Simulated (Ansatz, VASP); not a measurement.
Given: the input of a run of Ansatz 0.2.0 on CdS.

input.yaml

```yaml
crystal:
  lattice:
    - [0.0, 2.753244, 2.753244]
    - [2.753244, 0.0, 2.753244]
    - [2.753244, 2.753244, 0.0]
  atoms:
    - { symbol: Cd, position: [0.0, 0.0, 0.0] }
    - { symbol: S, position: [0.5, 0.5, 0.5] }
kpoints:
  mp_grid: { grid: [5, 5, 5] }
scf:
  occupations: { method: fermi_dirac, width: 0.04 }
hamiltonian:
  xc: pbe
  pseudopotentials: { kind: all_electron, lapw: { basis_error: 0.002 } }
output:
  forces: true
  stress: true
  eigenvalues: true
```

Potentials or basis: all-electron LAPW, scalar-relativistic.

Launch:

```console
$ ansatz run input.yaml --threads 1 --pin off --max-ram 3072MiB --backend cpu --events-out ev --progress --plain --runs-dir out
```

Q: Translate it to VASP 6.6.1. Potentials there: VASP PAW PBE potentials, release 64 (Cd, S).

A: As run (the cutoff follows the program's own potentials):

Contents of INCAR:

```
PREC = Accurate ; ENCUT = 520
EDIFF = 1E-6 ; ISMEAR = -1
SIGMA = 0.04 ; LREAL = F
LASPH = T ; NELM = 60
ALGO = Normal ; ISIF = 2
LWAVE = F ; LCHARG = F
GGA = PE ; NBANDS = 16
```

KPOINTS

```
Automatic mesh
0
Gamma
  5 5 5
```

File POSCAR:

```
CdS
1.0
    0.0000000000      2.7532440000      2.7532440000
    2.7532440000      0.0000000000      2.7532440000
    2.7532440000      2.7532440000      0.0000000000
Cd S
1 1
Direct
    0.0000000000      0.0000000000      0.0000000000
    0.5000000000      0.5000000000      0.5000000000
```

Potentials or basis: VASP PAW PBE potentials, release 64 (Cd, S).

Command:

```bash
$ cat potpaw_PBE.64/Cd/POTCAR potpaw_PBE.64/S/POTCAR > POTCAR
$ mpirun -np 1 vasp_std > vasp.out
```

Both were run:

|  | VASP | Ansatz | Ansatz less VASP |
| --- | --- | --- | --- |
| gap on the k mesh at the Fermi level (eV) | 0.74 | 0.76 | +0.012 |
| least direct gap on the mesh (eV) | 1.52 | 1.54 | +0.025 |
| pressure (GPa) | 0.0 | -0.3 | -0.37 |

Ansatz ran all-electron here, so the differences hold the error of VASP's frozen core and of both bases.

Caveats: an odd mesh through Γ misses points on the zone boundary, where band edges often lie.
